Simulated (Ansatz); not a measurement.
Be2C under changes of volume

One of the cells (6.765 Å³/atom); the others are scaled copies at fixed shape and fractional positions:

```
CELL_PARAMETERS angstrom
0.00000 2.16500 2.16500
2.16500 0.00000 2.16500
2.16500 2.16500 0.00000
ATOMIC_POSITIONS crystal
C 0.00000 0.00000 0.00000
Be 0.75000 0.75000 0.75000
Be 0.25000 0.25000 0.25000
```

```yaml
Program: Ansatz 0.2.0
Functional: PBEsol
Potentials_or_basis: all-electron LAPW, scalar-relativistic
Cutoff: 261 eV (chosen from the basis error)
Basis_error_allowed: 0.002 eV/atom
k_mesh: 11 × 11 × 11
Occupations: fermi-dirac, width 0.05 eV
Spin: no spin polarisation
```

```tsv
volume (Å³/atom)	energy over the lowest point (meV/atom)	pressure (GPa)	gap on the mesh (eV)
6.359	9.78	10.7	1.20
6.495	?	?	?
6.630	0.00	1.2	1.18
6.765	0.73	-2.9	1.17
6.901	4.76	-6.6	1.16
7.036	11.81	-10.0	1.15
7.171	21.64	-13.1	1.14
```

What does the run at 6.495 Å³/atom give?

Energy over the lowest point 2.90 meV/atom; pressure 5.7 GPa; gap on the mesh 1.19 eV.

Worked out: A Birch-Murnaghan fit of order 3 (a polynomial in V^(-2/3)) to the other rows has its minimum at 6.67 Å³/atom with B0 = V·E''(V) = 206 GPa and B' = 3.3. It gives 2.90 meV/atom at 6.495 Å³/atom, against the run's 2.90, and -dE/dV = 5.7 GPa, against 5.7. A straight line through the other rows of the gap, of slope -0.499 eV per unit of ln V, gives 1.19 eV, against the run's 1.19.

Energies are extrapolated to zero smearing.

Caveats: an odd mesh through Γ misses points on the zone boundary, where band edges often lie.
